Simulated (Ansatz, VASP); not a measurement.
**BiTe: VASP beside Ansatz**

```
Bi Te
1.0
     0.00000    3.23500    3.23500
     3.23500    0.00000    3.23500
     3.23500    3.23500    0.00000
Bi Te
1 1
Direct
  0.00000 0.00000 0.00000
  0.50000 0.50000 0.50000
```

Alike in both runs: task electric field gradients; functional PBE; k mesh 10 × 10 × 10; occupations fermi-dirac, width 0.03 eV; no spin polarisation.

|  | VASP | Ansatz |
| --- | --- | --- |
| version | VASP 6.6.1 | Ansatz 0.2.0 |
| potentials or method | VASP PAW PBE potentials, release 64 (Bi_d, Te), cutoff 520 eV | all-electron PAW with datasets made for the crystal, scalar-relativistic |

|  | VASP | Ansatz | Ansatz less VASP |
| --- | --- | --- | --- |
| pressure (GPa) | 0.8 | 0.8 | +0.06 |
| Vzz of the field gradient on the site that differs most (V/Å²) | 0.0 | 0.0 | 0.00 |

Ansatz ran all-electron here, so the differences hold the error of VASP's frozen core and of both bases. Ansatz warned: «gradients_without_spin_orbit».
